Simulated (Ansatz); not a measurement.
## Bi2Se3: frozen-core PAW against all-electron methods

```xyz
5
Lattice="2.1789 1.3121 9.5780 -1.9641 1.2707 9.5366 0.0715 -2.2965 9.5214" Properties=species:S:1:pos:R:3 pbc="T T T"
Bi    0.1148    0.1148   11.4773
Bi    0.1716    0.1716   17.1587
Se    0.0000    0.0000    0.0000
Se    0.0606    0.0606    6.0622
Se    0.2257    0.2257   22.5738
```

Atom numbers follow the list: Bi1, Bi2, Se3, Se4, Se5.

The cell is COD entry 9011965, as deposited and not checked against the literature; nothing was relaxed. The listed cell was then made from it by scaling, straining or moving an atom.

Spin–orbit coupling is left out, though it moves levels of the heavy atoms by tenths of an eV or more.

Levels of theory: DFT, PBEsol, PAW with Ansatz's default frozen-core files, scalar-relativistic (Ansatz 0.2.0); DFT, PBEsol, all-electron PAW with datasets made for the crystal, scalar-relativistic (Ansatz 0.2.0); DFT, PBEsol, all-electron LAPW, scalar-relativistic (Ansatz 0.2.0).

For PAW: a Γ-centred 6×6×6 k mesh, Fermi–Dirac smearing of 0.03 eV, cutoff 420 eV, no spin polarisation; the PAW files were made with PBE, and the program remakes their frozen cores for this functional. The crystal-made all-electron datasets (AE datasets) take a cutoff of 240 eV at this cell. LAPW targets a basis error of 0.5 meV/atom. The Ansatz runs share mesh, smearing and spin set-up. Plane-wave (PAW) pressures include the program's estimate of the Pulay term.

Stress and pressure are positive in compression.

The change that made this cell: equal xy, yz and zx engineering shear strains of +2 %.

| quantity | PAW | AE datasets | LAPW |
| --- | --- | --- | --- |
| pressure (GPa) | -0.30 | -0.29 | -0.29 |
| stress xx (GPa) | 0.22 | 0.23 | 0.23 |
| stress yy (GPa) | -0.86 | -0.85 | -0.85 |
| stress zz (GPa) | -0.27 | -0.26 | -0.26 |
| stress yz (GPa) | -1.14 | -1.14 | -1.14 |
| stress xz (GPa) | -0.62 | -0.62 | -0.62 |
| stress xy (GPa) | -0.19 | -0.19 | -0.19 |
| force on Bi1, z (eV/Å) | -0.176 | -0.176 | -0.176 |
| force on Se4, y (eV/Å) | 0.157 | 0.157 | 0.157 |
| band gap (eV) | 0.137 | 0.137 | 0.137 |

PAW's pressure differs from the LAPW value by about 0.01 GPa or less.
